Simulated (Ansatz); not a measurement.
# AgI (F-43m) at temperature and pressure, part 3 of 4

Wanted: expansion, heat capacity and stiffness of AgI along isobars.

Ansatz 0.2.0; DFT RPBE, scalar-relativistic, plane waves, PAW.

So far. Step 2 (A first coarse run): The start is under 4.1 GPa at this level and looks like an insulator or semiconductor on this mesh. Step 5 (Tight relaxation): The residual pressure is 0.0090 GPa, small enough for phonons.

The database entry behind the starting cell differs from later determinations by our own check (about 0.3 % short), so it need not match the best structure at ambient conditions.

## 7. Relaxation under pressure

The study at pressure needs a start near its own equilibrium, so the cell is first relaxed to that pressure.

input.yaml

```yaml
crystal:
  lattice:
    - [0.0, 3.3956181056, 3.3956181056]
    - [3.3956181056, 0.0, 3.3956181056]
    - [3.3956181056, 3.3956181056, 0.0]
  atoms:
    - { symbol: Ag, position: [0.0, 0.0, 0.0] }
    - { symbol: I, position: [0.25, 0.25, 0.25] }
kpoints:
  mp_grid: { grid: [8, 8, 8] }
hamiltonian:
  xc: rpbe
scf:
  occupations: { method: fixed }
  lower_state_search: "off"
output:
  forces: true
  stress: true
  eigenvalues: true
  write_density: true
  write_potential: true
  elf: true
  volumetric_format: npy
relax:
  adjacent_minimum: "off"
  f_tol: 0.001
  max_steps: 60
  cell: { stress_tol: 0.05, p_target: 5.0 }
```

On the command line:

```bash
ansatz run input.yaml --threads 8 --pin off --max-ram 16384MiB --backend cpu --events-out ev --progress --plain --runs-dir out
```

Numbers of over 12 decimals in the logs are rounded to 6 here.

The program printed:

```text
[...]
Crystal: 2 atoms, lattice volume = 78.304 Å³
Basis set: ecut = 420 eV, 1471 PW (Γ), exchange–correlation on 72×72×72 points (8 copies of the dense FFT grid, shifted against one another)
Bands: 22, of which v1, the nominal top of the filled ones, is band 18 counted from 1 (17 counted from 0)
Symmetry: 24 space group operations
[...]
k-points: 29 of 512 (time reversal used)
[...]
SCF iter   1: F=—  HF=-15121.259754 eV  |F-HF|=—  |Δ(HF+E_count)|=         —  Δρ=2.48e-3  dr2=5.51e-3  ethr=1.77e-3  ⟨swp⟩=5.2  Hψ=2529  notcnv=0  defer=53
[...]
SCF iter   6: F=-15121.259125 eV  HF=-15121.259125 eV  |F-HF|=1.81e-8  |Δ(HF+E_count)|=   4.85e-7  Δρ=3.87e-6  dr2=7.52e-9  ethr=2.78e-10  ⟨swp⟩=13.5  Hψ=5084  notcnv=0
SCF 1 converged in 6 iterations: F = -15121.259125 eV  dr2 = 7.52e-9
[...]
relax step   1: F+E_penalty+E_count = -15121.25912521 eV  Δ(F+E_penalty+E_count) = +0.000e0 eV  max|allowed force component| = 4.626e-17 eV/Å  Δτ_max = 0.0000 Å  P = +0.009 GPa  Ω = 78.304 Å³  (6 SCF iters, dr2 threshold 1.00e-7 eV, accepted)
Crystal: 2 atoms, lattice volume = 67.402 Å³
Basis set: ecut = 420 eV, 1363 PW (Γ), exchange–correlation on 72×72×72 points (8 copies of the dense FFT grid, shifted against one another)
[...]
SCF iter   6: F=-15121.134282 eV  HF=-15121.134282 eV  |F-HF|=2.63e-7  |Δ(HF+E_count)|=   7.22e-6  Δρ=1.00e-5  dr2=5.70e-8  ethr=5.56e-10  ⟨swp⟩=12.3  Hψ=5434  notcnv=0
SCF 2 converged in 6 iterations: F = -15121.134282 eV  dr2 = 5.70e-8
relax step   2: F+E_penalty+E_count = -15121.13428245 eV  Δ(F+E_penalty+E_count) = +1.248e-1 eV  max|allowed force component| = 3.585e-17 eV/Å  Δτ_max = 0.0000 Å  P = +4.366 GPa  Ω = 67.402 Å³  energy of the carried Pulay correction = +2.046e-3 eV  (6 SCF iters, dr2 threshold 2.00e-7 eV, accepted)
Crystal: 2 atoms, lattice volume = 66.065 Å³
Basis set: ecut = 420 eV, 1243 PW (Γ), exchange–correlation on 72×72×72 points (8 copies of the dense FFT grid, shifted against one another)
[...]
SCF iter   5: F=-15121.094623 eV  HF=-15121.094623 eV  |F-HF|=9.57e-8  |Δ(HF+E_count)|=   3.77e-7  Δρ=8.81e-6  dr2=4.30e-8  ethr=5.56e-10  ⟨swp⟩=10.9  Hψ=5294  notcnv=0
SCF 3 converged in 5 iterations: F = -15121.094623 eV  dr2 = 4.30e-8
relax step   3: F+E_penalty+E_count = -15121.09462323 eV  Δ(F+E_penalty+E_count) = +3.966e-2 eV  max|allowed force component| = 1.735e-17 eV/Å  Δτ_max = 0.0000 Å  P = +5.225 GPa  Ω = 66.065 Å³  energy of the carried Pulay correction = +2.325e-3 eV  (5 SCF iters, dr2 threshold 2.00e-7 eV, accepted)
[...]
relax step   4: F+E_penalty+E_count = -15121.10555306 eV  Δ(F+E_penalty+E_count) = -1.093e-2 eV  max|allowed force component| = 2.472e-17 eV/Å  Δτ_max = 0.0000 Å  P = +4.994 GPa  Ω = 66.410 Å³  energy of the carried Pulay correction = +2.252e-3 eV  (4 SCF iters, dr2 threshold 1.27e-7 eV, accepted)
Basis set: ecut = 420 eV, 1291 PW (Γ), exchange–correlation on 64×64×64 points (8 copies of the dense FFT grid, shifted against one another)
[...]
SCF iter   7: F=-15121.103150 eV  HF=-15121.103150 eV  |F-HF|=3.64e-12  |Δ(HF+E_count)|=  6.91e-11  Δρ=3.45e-8  dr2=5.00e-13  ethr=1.00e-12  ⟨swp⟩=10.2  Hψ=3761  notcnv=0
SCF 5 converged in 7 iterations: F = -15121.103150 eV  dr2 = 5.00e-13
relax step   5: F+E_penalty+E_count = -15121.10314992 eV  Δ(F+E_penalty+E_count) = +2.403e-3 eV  max|allowed force component| = 2.111e-17 eV/Å  Δτ_max = 0.0000 Å  P = +4.989 GPa  Ω = 66.410 Å³  stress off target by 1.09e-2 GPa  SCF on the basis re-selected at this cell (its energy is not comparable with the rows above)  (7 SCF iters)
basis re-selected at this cell: Δ(F+E_penalty+E_count) = +2.403e-3 eV, ΔP = -0.005 GPa vs the last step (what re-selecting the basis moved, of the pressure what is left beyond the Pulay correction that the steps carried, after the strain that the cell walked since its last selection, with what the two solves' SCF thresholds leave and, on support functions, any second-order correction that the steps lacked; it is no measure of the basis error at this ecutwfc). The dense FFT grid was sized anew with the basis: this SCF ran on 32×32×32 points, the steps before it on 36×36×36, so part of this shift can come from that change (see relax.cell in the input reference). [rest of the remark cut]
SCF converged after 7 iterations
Free energy (F): -15121.103150 eV
[...]
Internal energy: -15121.103150 eV  (E = F + TS)
E sigma→0 (E₀):  -15121.103150 eV
Fermi energy:    7.393399 eV
[...]
--- Stress (GPa, compression-positive) ---
        4.989120      -0.000000      -0.000000
       -0.000000       4.989120       0.000000
       -0.000000      -0.000000       4.989120
  P = ⅓ Tr σ = 4.9891 GPa (49.891 kbar)
--- Band table (eV; the first three rows and the last of 29) ---
  k-point 0: bands = [... 14 lower, 4.2049, 7.3934, 7.3934, 7.3934, 8.9279, 13.1856, 13.1856, 13.1856]
  k-point 1: bands = [... 14 lower, 4.2011, 6.7043, 7.2772, 7.2772, 9.5310, 13.0123, 13.3646, 13.3646]
  k-point 2: bands = [... 14 lower, 4.2019, 5.6409, 7.0076, 7.0076, 10.1551, 13.2719, 13.6599, 13.6599]
  k-point 28: bands = [... 14 lower, 4.4423, 4.5485, 5.1560, 5.6962, 12.2861, 12.7608, 13.9328, 14.6370]
--- Relaxed structure (4 steps of the walk, 4 accepted, 1 SCFs on fresh bases) ---
[...]
cell:  # Å, volume = 66.4100 Å³
    - [0, 3.214163, 3.214163]
    - [3.214163, 0, 3.214163]
    - [3.214163, 3.214163, 0]
  atoms:
    - { symbol: Ag, position: [0, 0, 0] }
    - { symbol: I, position: [0.25, 0.25, 0.25] }
```

Run time: 4.5 s. Hardware: 8 threads of Arm Neoverse V2, shared host; peak memory 0.49 GiB; 31 s of CPU time.

The steps of the relaxation:

| step | energy less that of the first step (eV) | largest force component (eV/Å) | pressure (GPa) | volume (Å³) |
| --- | --- | --- | --- | --- |
| 1 | 0.0000 | 0.0000 | 0.01 | 78.30 |
| 2 | 0.1248 | 0.0000 | 4.37 | 67.40 |
| 3 | 0.1645 | 0.0000 | 5.23 | 66.06 |
| 4 | 0.1536 | 0.0000 | 4.99 | 66.41 |
| 5* | 0.1560 | 0.0000 | 4.99 | 66.41 |

Relaxation steps marked * repeat the geometry before them on a plane-wave basis chosen anew for their cell, so energy and pressure can jump there.

Forces are held to the 24 operations that the run works with; a distortion that breaks them can't arise in this run.

| conventional cell, symmetrised | before | after | change |
| --- | --- | --- | --- |
| a (Å) | 6.791 | 6.428 | -5.3 % |
| b (Å) | 6.791 | 6.428 | -5.3 % |
| c (Å) | 6.791 | 6.428 | -5.3 % |
| volume (Å³/atom) | 39.15 | 33.21 | -15.2 % |

Final coordinates:

```
Ag I
1.0
     0.00000    3.21416    3.21416
     3.21416    0.00000    3.21416
     3.21416    3.21416    0.00000
Ag I
1 1
Cartesian
  0.0000 0.0000 0.0000
  1.6071 1.6071 1.6071
```

Numbers from this step:

- pressure: 4.989 GPa
- gap on the k-mesh: 1.534 eV
- volume per atom: 33.21 Å³/atom

Electrostatic potential energy in the ac plane of a cell with a along [110], b along [-110] and c along [001] of the cube at fractional y = 0.000, with atoms of Ag and I within 0.2 Å of it. With pseudopotentials it is smooth inside the atoms' cores, unlike the true potential.

Ten even steps from '0' (-27 eV) to '9' (12 eV), each cell a mean:
```
0048888888400026888888620
1368754578631257864468752
6787446447876788545546887
9986489846899998469964899
9996489846999998469964899
9997446447999998546646899
9998754579999999864468999
9999988899999999988889999
9999999999999999999999999
9999999999999999999999999
9999999999999999999999999
9999999999999999999999999
9999999999999999999999999
8899999999988899999999998
4689999999864579999999875
0158999998510037999999730
0048999998300016999999610
```
Columns run along a (9.1 Å; values clipped at the 3rd and 97th percentile), rows up along c (6.4 Å), edges of the conventional cell, whose origin can differ from the input's. Atoms in or near the plane, at fractional coordinates: Ag at (0.50, 0.00), Ag at (0.00, 0.00), I at (0.75, 0.75), I at (0.25, 0.75).

Valence density in the ac plane of a cell with a along [110], b along [-110] and c along [001] of the cube at fractional y = 0.000, with atoms of Ag and I within 0.2 Å of it. It is the smooth field of the valence electrons, not physical close to the nuclei.

Values in e/Å³, 9 rows by 16 columns, each cell a mean:
```
 9  2  0  0  0  0  1  7  9  2  0  0  0  0  1  7
 0  0  1  5  7  1  0  0  0  0  1  5  7  1  0  0
 0  0  1  8 11  2  0  0  0  0  1  8 11  2  0  0
 0  0  0  1  1  0  0  0  0  0  0  1  1  0  0  0
 0  0  0  0  0  0  0  0  0  0  0  0  0  0  0  0
 0  0  0  0  0  0  0  0  0  0  0  0  0  0  0  0
 0  0  0  0  0  0  0  0  0  0  0  0  0  0  0  0
 1  0  0  0  0  0  0  1  1  0  0  0  0  0  0  1
12  2  0  0  0  0  1  9 12  2  0  0  0  0  1  9
```
Columns run along a (9.1 Å), rows up along c (6.4 Å), edges of the conventional cell, whose origin can differ from the input's. Atoms in or near the plane, at fractional coordinates: Ag at (0.50, 0.00), Ag at (0.00, 0.00), I at (0.75, 0.75), I at (0.25, 0.75).

ELF in the ac plane of a cell with a along [110], b along [-110] and c along [001] of the cube at fractional y = 0.000, with atoms of Ag and I within 0.2 Å of it. It is the smooth field of the valence electrons, not physical close to the nuclei.

Ten even steps from '_' (0.00) to '@' (0.79), each cell a mean:
```
@@##==::==##%%##==::==##@@%%++::--**%%%%**--::**%%
**==::==##%%%%%%##==::++**++--::**%%%%%%%%**::--++
--::--####**++**%%**--::--::::++%%##++++####==::::
..::++%%##------##%%++::....--##%%++----++%%##--..
__::##%%##------##%%##::__..==%%##++----++%%%%==..
__::**%%##**++**##%%**::____==%%%%##++++##%%%%==__
__..==%%%%%%##%%%%##==..____::**%%%%%%%%%%%%**::__
____::++##%%%%%%##++::______..--**%%%%%%##**--____
______..--==++==--..____________::======--::______
__________......____________________....__________
__________________________________________________
__________________________________________________
....__________________......____________________..
::::....__________....::::::....____________....::
==--::....______....::--====--::..________..::--==
##**==::..........::==**####++--............--++##
@@##==::::--==--::::++##@@@@**--::::====::::--**@@
```
Columns run along a (9.1 Å), rows up along c (6.4 Å), edges of the conventional cell, whose origin can differ from the input's. Atoms in or near the plane, at fractional coordinates: Ag at (0.50, 0.00), Ag at (0.00, 0.00), I at (0.75, 0.75), I at (0.25, 0.75).

## 8. The quasi-harmonic study

The study relaxes the crystal at several strains, solves the phonons on some of them and minimises the free energy at each temperature (static energy, vibrations, the electrons in a metal, and PV under a set pressure); the q-mesh sets how far the force constants reach.

input.yaml, the sections that differ from step 7:

```yaml
crystal:
  lattice:
    - [0.0, 3.2141627113, 3.2141627113]
    - [3.2141627113, 0.0, 3.2141627113]
    - [3.2141627113, 3.2141627113, 0.0]
  atoms:
    - { symbol: Ag, position: [0.0, 0.0, 0.0] }
    - { symbol: I, position: [0.25, 0.25, 0.25] }
output:
  eigenvalues: true
phonons:
  method: dfpt
  qmesh: [4, 4, 4]
  temperatures: { t_max: 500.0, t_step: 25 }
  thermal_expansion: { pressure: 5.0 }
# kpoints, hamiltonian, scf: as in step 7
# relax: removed
```

The program printed:

```text
Warning: phonons: the dynamical matrix that this run interpolates holds no multipole term above the dipole-dipole one, and a site of this crystal is no centre of inversion, so its interpolated transverse optical and acoustic branches and sound speeds can stay off near Gamma, and the density of states and the thermodynamics with them. What a run solves at a wave vector of phonons.qpoints, Gamma apart, where the deck admits one, is free of this, and under fd what a larger phonons.supercell samples
The last accepted step is kept in <dir> (removed where the run ends without a failure and the disk answers)
Engine: ansatz 0.2.0, aarch64-unknown-linux-gnu
Pseudopotentials: kind: paw
Pseudopotential: Ag, paw, valence charge 19, recommended cutoff 420 eV (normal), Ag.paw.azcp
Pseudopotential: I, paw, valence charge 17, recommended cutoff 420 eV (normal), I.paw.azcp
Functional definition: RPBE
  parameter kappa = 0.804
  parameter beta = 0.066725
  exchange = rpbe_x(kappa = kappa, mu = beta*pi^2/3)
  correlation = pbe_c(beta = beta)
Crystal: 2 atoms, lattice volume = 66.410 Å³
Basis set: ecut = 487.2 eV, 1639 PW (Γ), exchange–correlation on 72×72×72 points (8 copies of the dense FFT grid, shifted against one another)
Bands: 22, of which v1, the nominal top of the filled ones, is band 18 counted from 1 (17 counted from 0)
Symmetry: 24 space group operations
Space group: F-43m (ITA 216), of the structure as read, at distance tolerance 4.0e-5 Å
k-points: 29 of 512 (time reversal used)
Non-local potential: Ag, projectors of the file, l = 0: 3, l = 1: 2, l = 2: 2, l = 3: 1
Non-local potential: I, projectors of the file, l = 0: 2, l = 1: 2, l = 2: 2, l = 3: 2
PAW form: soft (Blöchl's): semilocal exchange-correlation on the pseudo side does not see the compensation charge
PAW frozen core: Ag, regenerated for the run's functional, and the local potential with it (the file was generated under x = pbe(κ = 0.804, μ = 0.219515), c = pbe(β = 0.066725))
PAW frozen core: I, regenerated for the run's functional, and the local potential with it (the file was generated under x = pbe(κ = 0.804, μ = 0.219515), c = pbe(β = 0.066725))
PAW one-centre angular grid: Ag, 590 points (default); XC on 64 Gauss nodes
PAW one-centre angular grid: I, 590 points (default); XC on 64 Gauss nodes
Initial density: superposition of atomic densities (neutral atoms: chi_scale 0, normalization atom), corrected by the library's trained network
Initial wavefunctions: pseudopotential atomic-orbital guess
Functional: x = rpbe, c = pbe(β = 0.066725)
SCF iter   1: F=—  HF=-15121.107142 eV  |F-HF|=—  |Δ(HF+E_count)|=         —  Δρ=3.12e-3  dr2=6.97e-3  ethr=1.77e-3  ⟨swp⟩=5.2  Hψ=2594  notcnv=0  defer=54
[...]
relax step   1: F+E_penalty+E_count = -15121.10608000 eV  Δ(F+E_penalty+E_count) = +0.000e0 eV  max|allowed force component| = 4.279e-17 eV/Å  Δτ_max = 0.0000 Å  (9 SCF iters, accepted)
SCF converged after 9 iterations
Free energy (F): -15121.106080 eV
Harris-Foulkes:  -15121.106080 eV  (|F-HF|=3.64e-12)
Internal energy: -15121.106080 eV  (E = F + TS)
E sigma→0 (E₀):  -15121.106080 eV
Fermi energy:    7.393006 eV
--- Per-component energies (eV) ---
  E_band       = -762.567420
  E_kinetic    = 718.033332
  E_local      = -5443.586829  (includes V_loc(G=0)·N_el)
  E_nonlocal   = -9.973013
  E_hartree    = 2583.352422
  E_xc         = -312.712930
  E_vxc        = -362.283616  (∫ρ·V_xc dr)
  E_paw        = -8737.997456  (= ΣΔE_a)
  E_vpaw       = -831.462258  (= ΣTr[D̂ρ^β])
  E_aug_tail   = 0.000061  (compensation charges beyond the density's cutoff)
  E_ewald      = -3918.049778
  E_core_change = -0.171889  (= ΣΔE_core)
  E_smearing   = -0.000000  (= −TS)
  E_closure    = -0.000000  (closes the sum)
  Σ components = -15121.106080   (vs F -15121.106080, Δ=0.00e0)
--- Forces (eV/Å), atoms counted from 1 ---
  atom   1  Ag     0.00000000     0.00000000    -0.00000000
  atom   2  I     -0.00000000     0.00000000     0.00000000
  max |Σ_I F_I| component: 8.10e-18 eV/Å
--- Stress (GPa, compression-positive) ---
        4.985482       0.000000      -0.000000
       -0.000000       4.985482       0.000000
        0.000000       0.000000       4.985482
  P = ⅓ Tr σ = 4.9855 GPa (49.855 kbar)
--- Band table (eV; the first three rows and the last of 29) ---
  k-point 0: bands = [... 14 lower, 4.2044, 7.3930, 7.3930, 7.3930, 8.9277, 13.1854, 13.1854, 13.1854]
  k-point 1: bands = [... 14 lower, 4.2006, 6.7039, 7.2769, 7.2769, 9.5309, 13.0120, 13.3643, 13.3643]
  k-point 2: bands = [... 14 lower, 4.2015, 5.6405, 7.0072, 7.0072, 10.1550, 13.2716, 13.6596, 13.6596]
  k-point 28: bands = [... 14 lower, 4.4418, 4.5481, 5.1557, 5.6958, 12.2860, 12.7605, 13.9325, 14.6364]
── thermal expansion: 3 new cells, 3 in all ──
thermal expansion: relaxation of cell 2
thermal expansion: relaxation of cell 3
── thermal expansion: 2 new cells, 5 in all ──
thermal expansion: relaxation of cell 4
thermal expansion: phonons of cell 4
WARN: thermal expansion: vibrations_at_or_below_zero in the phonons of 1 cell: 4
this run last wrote the structure of step 1 to <dir>
--- Relaxed structure (1 steps of the walk, 1 accepted, 0 SCFs on fresh bases) ---
  F+E_penalty+E_count = -15121.10608000 eV   max|allowed force component| = 4.279e-17 eV/Å
  atoms:
    - { symbol: Ag, position: [0.0, 0.0, 0.0] }
    - { symbol: I, position: [0.25, 0.25, 0.25] }
--- Thermal expansion: 5 cells in 2 rounds, 5 GPa ---
  no lower state was looked for at cell 4: scf.lower_state_search: off
  not told: vibrations stand at or below zero in cell 4 (0.594 modes a cell, the lowest at -14.3 cm⁻¹): the crystal is at no minimum there, or its k-points are too few: type the crystal that it becomes, another pressure, or a denser kpoints.mp_grid, in a new run
  vibrations_at_or_below_zero in the phonons of 1 cell: 4
Error: vibrations stand at or below zero in cell 4 (0.594 modes a cell, the lowest at -14.3 cm⁻¹): the crystal is at no minimum there, or its k-points are too few: type the crystal that it becomes, another pressure, or a denser kpoints.mp_grid, in a new run
```

Wall time 3.8 min (8 threads); peak memory 2.2 GiB.

The run ended with an error.

The program's message: “vibrations stand at or below zero in cell 4 (0.594 modes a cell, the lowest at -14.3 cm⁻¹): the crystal is at no minimum there, or its k-points are too few: type the crystal that it becomes, another p …”

(Continued in part 4 of 4.)

[Logs are printed without paths, hosts, clocks, repeated set-up lines and the standing remarks that a program may print on its own settings, such as how far it seeks lower states.]

[Hosts, paths, dates, database ids (printed as entryN), source tags and the programs' standing remarks are cut or masked in the printed files.]

[A step with changed settings may run another functional than the one named; its input shows which.]
